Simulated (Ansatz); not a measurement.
## Clamped-ion strain scan in CaSe

Level of theory: DFT LDA, scalar-relativistic, plane waves, PAW in Ansatz 0.2.0. The runs took a 420 eV cutoff, a Γ-centred 8×8×8 mesh and Gaussian smearing (0.05 eV). No spin polarisation. Energies are free energies at this smearing, counted from the undisturbed cell; pressure is positive in compression.

The undisturbed cell (as given, not relaxed at this level; it stands at -3.1 GPa):

```xyz
2
Lattice="0.0000 2.9560 2.9560 2.9560 0.0000 2.9560 2.9560 2.9560 0.0000" Properties=species:S:1:pos:R:3 pbc="T T T"
Ca    0.0000    0.0000    0.0000
Se    2.9560    2.9560    2.9560
```

The cell is strained by ε times the Voigt pattern (0, 0, 0, 0, 1, 0) (xx, yy, zz, yz, xz, xy; engineering shear) with fractional coordinates fixed.

```tsv
ε	ΔE (meV/atom)
-0.0400	3.4
-0.0200	0.9
0.0000	0.0
0.0050	0.1
0.0100	0.2
0.0150	0.5
0.0250	1.3
0.0300	1.9
0.0350	2.6
```

**Question.** Predict the stress summed along the pattern (GPa, tension positive) at each point.

**Answer.**
```csv
ε,"stress summed along the pattern (GPa, tension positive)"
-0.0400,-1.13
-0.0200,-0.56
0.0000,0.00
0.0050,0.14
0.0100,0.28
0.0150,0.42
0.0250,0.70
0.0300,0.85
0.0350,0.99
```